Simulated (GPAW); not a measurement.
Runs of GPAW 26.7.0 on Au. The structure is cubic, space group Im-3m (No. 229). The conventional cell has a = 3.401 Å, b = 3.401 Å, c = 3.401 Å, α = 90.00°, β = 90.00°, γ = 90.00°. Au (site symmetry m-3m) has 8 Au at 2.95 Å as nearest neighbours. This isn't the form of Au at room conditions, which is fcc.

```csv
task,cell,series job,gap on the mesh (eV),pressure (GPa)
Fermi surface,"Im-3m, 19.66 Å³/atom",-,none,-14.6
Fermi surface,"Im-3m, 16.02 Å³/atom",-,none,16.9
Fermi surface,"Im-3m, 18.21 Å³/atom",-,none,(b)
Fermi surface,"Im-3m, 17.48 Å³/atom",-,none,(a)
Fermi surface,"Im-3m, 16.75 Å³/atom",-,none,6.4
Fermi surface,"Im-3m, 18.94 Å³/atom",-,none,-11.4
```

Alike in all rows: level PBEsol; potentials or basis PAW data sets generated in the run's folder for this functional, pw; no spin polarisation; k mesh 11 × 11 × 11; cutoff (eV) 510; smearing fermi-dirac 0.05 eV.

Question: Estimate the missing entries.

Answer: (a) -1.3; (b) -7.1.

Caveats: with this Au data set, volumes or pressures lay over 1.5 % or 2 GPa off other programs in two to four cells of ten; the cutoff is short for stress and forces, so pressures can be off by a GPa or more.

A k mesh can miss the band edges, and the runs leave out spin-orbit coupling on Au.

A gap of «none» marks a metal or a gap under the smearing width.
